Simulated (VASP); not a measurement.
# ZnGe2N2 (P2_1/m) in VASP: settings compared

One crystal, ZnGe2N2, is run at these levels: PBE, r2SCAN; tasks: relaxation of cell and atoms, single point.

Program: VASP 6.6.1. These are calculated values, not measurements. Logs are shortened: lines on timing, memory, paths and dates and some standing lists are left out, and cuts for length are marked.

## (1) The structure

The structure is monoclinic, space group P2_1/m (No. 11). The conventional cell has a = 5.452 Å, b = 3.112 Å, c = 7.991 Å, α = 90.00°, β = 90.30°, γ = 90.00°. Zn (site symmetry m) is surrounded by 2 N at 2.02 Å. Ge (site symmetry m) has 3 N at 1.99 Å as nearest neighbours. Ge (site symmetry m) is surrounded by 3 N at 2.01 to 2.04 Å. N (site symmetry m) is surrounded by 3 Ge at 1.99 to 2.01 Å and 1 Zn at 2.02 Å. N (site symmetry m) has 3 Ge at 1.99 to 2.04 Å and 1 Zn at 2.02 Å as nearest neighbours.

The cell was built by a generator and needn't be a form met in nature.

## (2) Relaxation of cell and atoms, PBE

INCAR

```
SYSTEM = ZnGe2N2
ALGO = Normal
EDIFF = 1E-7
EDIFFG = -0.005
ENCUT = 520
GGA = PE
IBRION = 2
ISIF = 3
ISMEAR = 0
KPAR = 8
LASPH = .TRUE.
LCHARG = .FALSE.
LREAL = .FALSE.
LWAVE = .FALSE.
NELM = 120
NSW = 60
POTIM = 0.3
PREC = Accurate
SIGMA = 0.1
```

KPOINTS

```
k-points
0
G
  4 7 4
  0 0 0
```

POSCAR

```
ZnGe2N2                                 
1.0
    5.4524291758      0.0000000000     -0.0108038137
    0.0000000000      3.1118170058      0.0000000000
   -0.0260816193      0.0000000000      7.9911802487
  Zn              Ge              N             
     2     4     4
Direct
     0.1893850186474283    0.2500000000000000    0.0008599737639491
     0.8106149813525718    0.7500000000000000    0.9991400262360508
     0.4172801290841529    0.7500000000000000    0.3568130806109315
     0.9129946322853616    0.2500000000000000    0.3583835905904178
     0.5827198709158470    0.2500000000000000    0.6431869193890686
     0.0870053677146384    0.7500000000000000    0.6416164094095823
     0.2562908239520829    0.2500000000000000    0.7521504612803441
     0.7488421847829376    0.7500000000000000    0.7493047526560039
     0.2511578152170626    0.2500000000000000    0.2506952473439958
     0.7437091760479172    0.7500000000000000    0.2478495387196560
```

Potentials or basis: VASP PAW PBE potentials, release 64 (Zn, Ge_d, N).

Command:

```
$ cat potpaw_PBE.64/Zn/POTCAR potpaw_PBE.64/Ge_d/POTCAR potpaw_PBE.64/N/POTCAR > POTCAR
$ mpirun -np 8 vasp_std > vasp.out
```

OUTCAR:

```text
SYSTEM = ZnGe2N2
   EDIFF = 1E-7
   EDIFFG = -0.005
   ENCUT = 520
   GGA = PE
   IBRION = 2
   ISIF = 3
   ISMEAR = 0
   LASPH = .TRUE.
   LREAL = .FALSE.
   NELM = 120
   NSW = 60
   POTIM = 0.3
   PREC = Accurate

 ion  position               nearest neighbor table
   1  0.189  0.250  0.001-   7 2.02   9 2.02   2 2.59   2 2.59
   2  0.811  0.750  0.999-  10 2.02   8 2.02   1 2.59   1 2.59
   3  0.417  0.750  0.357-  10 1.99   9 1.99   9 1.99   5 2.91   5 2.91   6 2.91
   4  0.913  0.250  0.358-  10 2.01  10 2.01   9 2.04   6 2.90   6 2.90   5 2.91
   5  0.583  0.250  0.643-   7 1.99   8 1.99   8 1.99   3 2.91   3 2.91   4 2.91
   6  0.087  0.750  0.642-   7 2.01   7 2.01   8 2.04   4 2.90   4 2.90   3 2.91
   7  0.256  0.250  0.752-   5 1.99   6 2.01   6 2.01   1 2.02
   8  0.749  0.750  0.749-   5 1.99   5 1.99   2 2.02   6 2.04
   9  0.251  0.250  0.251-   3 1.99   3 1.99   1 2.02   4 2.04
  10  0.744  0.750  0.248-   3 1.99   4 2.01   4 2.01   2 2.02

  LATTYP: Found a simple monoclinic cell.
 ALAT       =     5.4524398795
 B/A-ratio  =     0.5707200950
 C/A-ratio  =     1.4656232783
 COS(beta)  =    -0.0052452304

  Lattice vectors:

 A1 = (   5.4524291758,   0.0000000000,  -0.0108038137)
 A2 = (   0.0000000000,   3.1118170058,   0.0000000000)
 A3 = (  -0.0260816193,   0.0000000000,   7.9911802487)

Analysis of symmetry for initial positions (statically):
=====================================================================
 Subroutine PRICEL returns:
 Original cell was already a primitive cell.

 Routine SETGRP: Setting up the symmetry group for a
 simple monoclinic supercell.

 Subroutine GETGRP returns: Found  4 space group operations
 (whereof  2 operations were pure point group operations)
 out of a pool of  4 trial point group operations.

The static configuration has the point symmetry S_2 .
 The point group associated with its full space group is C_2h.

Analysis of symmetry for dynamics (positions and initial velocities):
=====================================================================
 Subroutine PRICEL returns:
 Original cell was already a primitive cell.

 Routine SETGRP: Setting up the symmetry group for a
 simple monoclinic supercell.

 Subroutine GETGRP returns: Found  4 space group operations
 (whereof  2 operations were pure point group operations)
 out of a pool of  4 trial point group operations.

The dynamic configuration has the point symmetry S_2 .
 The point group associated with its full space group is C_2h.

 Subroutine INISYM returns: Found  4 space group operations
 (whereof  2 operations are pure point group operations),
[... 125 lines left out ...]
   EMIN   =  10.00;   EMAX   =-10.00  energy-range for DOS
   EFERMI =   0.00;   METHOD = LEGACY
   ISMEAR =     0;   SIGMA  =   0.10  broadening in eV -4-tet -1-fermi 0-gaus
   EFERMI_NEDOS =   21; number of points for ismear=-14 and -15
   IALGO  =     38    algorithm
   IMIX   =      4    mixing-type and parameters
     AMIX     =   0.40;   BMIX     =  1.00
     AMIX_MAG =   1.60;   BMIX_MAG =  1.00
  volume/ion in A,a.u.               =      13.56        91.50
  Fermi-wavevector in a.u.,A,eV,Ry     =   1.479122  2.795136 29.766866  2.187803
  Thomas-Fermi vector in A             =   2.593319
   LORBIT       =      0    0 simple, 1 ext, 2 COOP (PROOUT), +10 PAW based schemes
   GGA     = PE    functional components
   LHFCALC =     F    Hartree Fock is set to
   AEXX    =    0.0000 exact exchange contribution
   IVDW    =     0    specifies the selected vdW correction
   LEPSILON=     F    determine dielectric tensor
   LRPA    =     F    only Hartree local field effects (RPA)
 conjugate gradient relaxation of ions
 non-spin polarized calculation
 Gauss-broadening in eV      SIGMA  =   0.10
  energy-cutoff  :      520.00
  volume of cell :      135.59
 maximum number of plane-waves:      3674
 NGX is ok and might be reduce to    42
   NGX = 21   NGY = 11   NGZ = 29

--------------------------------------- Ionic step        1  -------------------------------------------

 number of electron     100.0000011 magnetization

 Free energy of the ion-electron system (eV)
  ---------------------------------------------------
  ext. energy  EPLUGINS =         0.00000000
  ---------------------------------------------------
  free energy    TOTEN  =       -51.71823528 eV

  energy without entropy =      -51.71065105  energy(sigma->0) =      -51.71444317

------------------------ aborting loop because EDIFF is reached ----------------------------------------

  FORCE on cell =-STRESS in cart. coord.  units (eV):
  Direction    XX          YY          ZZ          XY          YZ          ZX
  --------------------------------------------------------------------------------------
  -------------------------------------------------------------------------------------
  Total        0.0018496     -0.0028170      0.0195900      0.0000000      0.0000000     -0.0159371
  in kB        0.0218560     -0.0332876      0.2314900      0.0000000      0.0000000     -0.1883254
  external PRESSURE =       0.0733528 kB  Pullay stress =       0.0000000 kB
[... 163 lines left out ...]
--------------------------------------- Ionic step        5  -------------------------------------------

 number of electron     100.0000010 magnetization

 Free energy of the ion-electron system (eV)
  ---------------------------------------------------
  ext. energy  EPLUGINS =         0.00000000
  ---------------------------------------------------
  free energy    TOTEN  =       -51.71826311 eV

  energy without entropy =      -51.71067024  energy(sigma->0) =      -51.71446667

 E-fermi :   5.9239     XC(G=0): -11.2294

 val. band max:        5.9237449167   @ k =  -0.0000   0.4286   0.5000
 cond. band min:       6.0286506514   @ k =   0.0000   0.2857   0.0000
 fundamental gap:      0.1049057347
 Fermi energy:         5.9238751050

 k-point     1 :       0.0000    0.0000    0.0000
  band No.  band energies     occupation
      1     -19.3652      2.00000
      2     -19.3432      2.00000
      3     -19.2976      2.00000
      4     -19.2928      2.00000
      5     -19.2838      2.00000
      6     -19.2838      2.00000
[... 1501 lines left out ...]
     59      11.0026      0.00000
     60      11.2752      0.00000

 [... further k-points ...]

------------------------ aborting loop because EDIFF is reached ----------------------------------------

  FORCE on cell =-STRESS in cart. coord.  units (eV):
  Direction    XX          YY          ZZ          XY          YZ          ZX
  --------------------------------------------------------------------------------------
  -------------------------------------------------------------------------------------
  Total        0.0222242      0.0272404      0.0138449      0.0000000      0.0000000      0.0073961
  in kB        0.2626384      0.3219179      0.1636140      0.0000000      0.0000000      0.0874047
  external PRESSURE =       0.2493901 kB  Pullay stress =       0.0000000 kB
[... 25 lines left out ...]
  FREE ENERGIE OF THE ION-ELECTRON SYSTEM (eV)
  ---------------------------------------------------
  free  energy   TOTEN  =       -51.7182631054 eV

  energy  without entropy=      -51.7106702420  energy(sigma->0) =      -51.71446667

 reached required accuracy - stopping structural energy minimisation
```

OSZICAR:

```text
N       E                     dE             d eps       ncg     rms          rms(c)
DAV:   1     0.130942229469E+04    0.13094E+04   -0.44025E+04  5908   0.418E+03
DAV:   2     0.241137232593E+03   -0.10683E+04   -0.10241E+04  4800   0.112E+03
DAV:   3    -0.260916895757E+02   -0.26723E+03   -0.25839E+03  4992   0.286E+02
DAV:   4    -0.578353493338E+02   -0.31744E+02   -0.31105E+02  5892   0.103E+02
[... 40 lines left out ...]
DAV:   2    -0.517182664685E+02    0.10585E-04   -0.10292E-04  6088   0.118E-01    0.140E-02
DAV:   3    -0.517182636093E+02    0.28592E-05   -0.90332E-06  5960   0.333E-02    0.647E-03
DAV:   4    -0.517182628965E+02    0.71274E-06   -0.25460E-06  5816   0.193E-02    0.207E-03
DAV:   5    -0.517182630440E+02   -0.14748E-06   -0.77742E-07  5004   0.115E-02    0.907E-04
DAV:   6    -0.517182631054E+02   -0.61382E-07   -0.91335E-08  2724   0.507E-03
   5 F= -.51718263E+02 E0= -.51714467E+02  d E =-.111673E-04
```

It took 83 s on 8 MPI ranks of AMD EPYC 9R45 (Zen 5), shared host; peak memory 0.43 GiB.

What came out:

* Free energy: -51.7183 eV
* Energy gained by relaxing: 0.0 meV/atom
* Ionic steps: 5
* Pressure after relaxing: 0.0 GPa
* Largest force after relaxing: 0.005 eV/Å
* Band gap on the k mesh: none (metal or under the smearing width)

Forces on the atoms (eV/Å):
```
Zn   0.001  0.000  0.002
Zn  -0.001  0.000 -0.002
Ge   0.004  0.000  0.002
Ge   0.004  0.000  0.002
Ge  -0.004  0.000 -0.002
Ge  -0.004  0.000 -0.002
N    0.001  0.000  0.002
N   -0.003  0.000  0.001
N    0.003  0.000 -0.001
N   -0.001  0.000 -0.002
```

Final structure:
```cif
data_structure
_symmetry_space_group_name_H-M 'P 1'
_symmetry_Int_Tables_number 1
_cell_length_a 5.4516
_cell_length_b 3.1116
_cell_length_c 7.9924
_cell_angle_alpha 90.000
_cell_angle_beta 90.317
_cell_angle_gamma 90.000
_cell_volume 135.57
loop_
_atom_site_label
_atom_site_type_symbol
_atom_site_fract_x
_atom_site_fract_y
_atom_site_fract_z
_atom_site_occupancy
Zn1 Zn 0.18939 0.25000 0.00094 1
Zn2 Zn 0.81061 0.75000 0.99906 1
Ge1 Ge 0.41742 0.75000 0.35685 1
Ge2 Ge 0.91309 0.25000 0.35834 1
Ge3 Ge 0.58258 0.25000 0.64315 1
Ge4 Ge 0.08691 0.75000 0.64166 1
N1 N 0.25608 0.25000 0.75218 1
N2 N 0.74876 0.75000 0.74921 1
N3 N 0.25124 0.25000 0.25079 1
N4 N 0.74392 0.75000 0.24782 1
```

Levels at points of the mesh, in eV from the Fermi level:
```
           k point  band 47  band 48  band 49  band 50  band 51  band 52  band 53  band 54
(0.00, 0.00, 0.00)    -2.69    -2.61    -1.69    -0.09     0.17     1.82     2.35     2.40
(0.50, 0.00, 0.00)    -3.32    -3.21    -0.63     0.37     1.19     1.74     2.53     2.65
(0.00, 0.00, 0.50)    -2.67    -2.65    -2.42    -1.14     0.13     1.51     1.95     2.29
(0.50, 0.00, 0.50)    -2.38    -2.21    -0.73    -0.01     0.66     1.04     2.54     3.11
```

## (3) Single point, r2SCAN

INCAR

```
SYSTEM = ZnGe2N2
PREC     = Accurate       ! precision mode
ENCUT    = 520            ! plane-wave cutoff, eV
EDIFF    = 1E-6           ! SCF threshold, eV
ISMEAR   = 0              ! smearing method
SIGMA    = 0.1            ! smearing width, eV
LREAL    = .FALSE.        ! projectors in reciprocal space
LASPH    = .TRUE.         ! aspherical terms in the spheres
NELM     = 150            ! most SCF steps
ALGO     = Normal         ! electronic algorithm
ISIF     = 2              ! what is computed and relaxed
LWAVE    = .FALSE.        ! write WAVECAR
LCHARG   = .FALSE.        ! write CHGCAR
METAGGA  = R2SCAN         ! meta-GGA
LMIXTAU  = .TRUE.       
KPAR     = 8
```

KPOINTS

```
regular mesh
0
G
  4 7 4
  0 0 0
```

POSCAR

```
ZnGe2N2                                 
1.0
    5.4515943256      0.0000000000     -0.0115781669
    0.0000000000      3.1116117245      0.0000000000
   -0.0272100594      0.0000000000      7.9923163983
  Zn              Ge              N             
     2     4     4
Direct
     0.1893929832047479    0.2500000000000000    0.0009363899710132
     0.8106070167952522    0.7500000000000000    0.9990636100289868
     0.4174166469139713    0.7500000000000000    0.3568480692720348
     0.9130911757439123    0.2500000000000000    0.3583449641640448
     0.5825833530860287    0.2500000000000000    0.6431519307279652
     0.0869088242560878    0.7500000000000000    0.6416550358359553
     0.2560789201508673    0.2500000000000000    0.7521786060917227
     0.7487623197090156    0.7500000000000000    0.7492115700306745
     0.2512376802909843    0.2500000000000000    0.2507884299693254
     0.7439210798491327    0.7500000000000000    0.2478213939082772
```

Potentials or basis: VASP PAW PBE potentials, release 64 (Zn, Ge_d, N).

Command:

```
$ cat potpaw_PBE.64/Zn/POTCAR potpaw_PBE.64/Ge_d/POTCAR potpaw_PBE.64/N/POTCAR > POTCAR
$ mpirun -np 8 vasp_std > vasp.out
```

Run time: 2.1 min. Hardware: 8 MPI ranks of AMD EPYC 9R45 (Zen 5), shared host; peak memory 0.43 GiB.

It converged, with:

| Item | Value |
| --- | --- |
| Free energy | -108.3671 eV |
| Pressure | -4.7 GPa |
| Largest force | 0.169 eV/Å |
| Band gap on the k mesh | none (metal or under the smearing width) |

Forces in eV/Å, atoms in the order of the input:
```
Zn  -0.149  0.000 -0.014
Zn   0.149  0.000  0.014
Ge   0.004  0.000 -0.165
Ge  -0.015  0.000 -0.162
Ge  -0.004  0.000  0.165
Ge   0.015  0.000  0.162
N    0.011  0.000 -0.169
N   -0.028  0.000 -0.152
N    0.028  0.000  0.152
N   -0.011  0.000  0.169
```

Stress tensor (GPa, compression positive):
```
-4.80  0.00 -0.01
 0.00 -4.75  0.00
-0.01  0.00 -4.55
```

Levels at points of the mesh, in eV from the Fermi level:
| k point | band 46 | band 47 | band 48 | band 49 | band 50 | band 51 | band 52 | band 53 | band 54 | band 55 |
| --- | --- | --- | --- | --- | --- | --- | --- | --- | --- | --- |
| (0.00, 0.00, 0.00) | -3.01 | -2.91 | -2.83 | -1.73 | 0.08 | 0.10 | 1.96 | 2.65 | 2.72 | 2.80 |
| (0.50, 0.00, 0.00) | -3.68 | -3.57 | -3.44 | -0.71 | 0.41 | 1.29 | 1.88 | 2.80 | 2.92 | 4.54 |
| (0.00, 0.00, 0.50) | -2.97 | -2.88 | -2.86 | -2.47 | -1.18 | 0.20 | 1.75 | 2.24 | 2.50 | 4.53 |
| (0.50, 0.00, 0.50) | -3.61 | -2.57 | -2.41 | -0.80 | 0.09 | 0.73 | 1.14 | 2.80 | 3.38 | 4.44 |

Caveat: the PAW data sets were made with another functional, which shifts forces and pressure a little.
